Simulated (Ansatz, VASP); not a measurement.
## One calculation of Be, two programs

Contents of INCAR:

```
SYSTEM = Be
ALGO = Fast
EDIFF = 1E-6
ENCUT = 520
GGA = PS
ISIF = 2
ISMEAR = 0
LASPH = .True.
LCHARG = .True.
LELF = .True.
LREAL = .False.
LVHAR = .True.
LWAVE = .False.
NBANDS = 9
NELM = 100
PREC = Accurate
SIGMA = 0.15
```

KPOINTS

```
k-points
0
Gamma
  24 24 14
  0 0 0
```

The input POSCAR:

```
Be
1.0
    2.2995019849      0.0000000000      0.0000000000
   -1.1497509925      1.9914271350      0.0000000000
    0.0000000000      0.0000000000      3.4208550000
Be
2
Direct
    0.3333333333      0.6666666667      0.2500000000
    0.6666666667      0.3333333333      0.7500000000
```

Input for Ansatz:

```yaml
crystal:
  lattice:
    - [2.2995019849, 0.0, 0.0]
    - [-1.1497509925, 1.991427135, 0.0]
    - [0.0, 0.0, 3.420855]
  atoms:
    - { symbol: Be, position: [0.3333333333, 0.6666666667, 0.25] }
    - { symbol: Be, position: [0.6666666667, 0.3333333333, 0.75] }
basis:
  ecutwfc: 420
kpoints:
  mp_grid: { grid: [24, 24, 14] }
hamiltonian:
  xc: pbesol
scf:
  occupations: { method: gaussian, width: 0.15 }
output:
  forces: true
  stress: true
  eigenvalues: true
```

Change from the starting cell: strain +0.000 along x and y, -0.050 along z, atoms carried along.

Alike in both runs: task single point; functional PBEsol; k mesh 24 × 24 × 14; occupations gaussian, width 0.15 eV; no spin polarisation.

```csv
,VASP,Ansatz
version,VASP 6.6.1,Ansatz 0.2.0
potentials or method,"VASP PAW PBE potentials, release 64 (Be)","scalar-relativistic, plane waves, PAW"
plane-wave cutoff (eV),520,420
valence electrons in the cell,4,4
```

```csv
,VASP,Ansatz,Ansatz less VASP
gap on the k mesh at the Fermi level (eV),none,none,-
pressure (GPa),1.5,1.1,-0.38
largest component of the traceless stress (GPa),12.47,12.39,-0.077
```

A gap of «none» marks a metal or a gap that the smearing closes.

Caveats: the PAW data sets were made with another functional, which shifts forces and pressure a little (VASP).
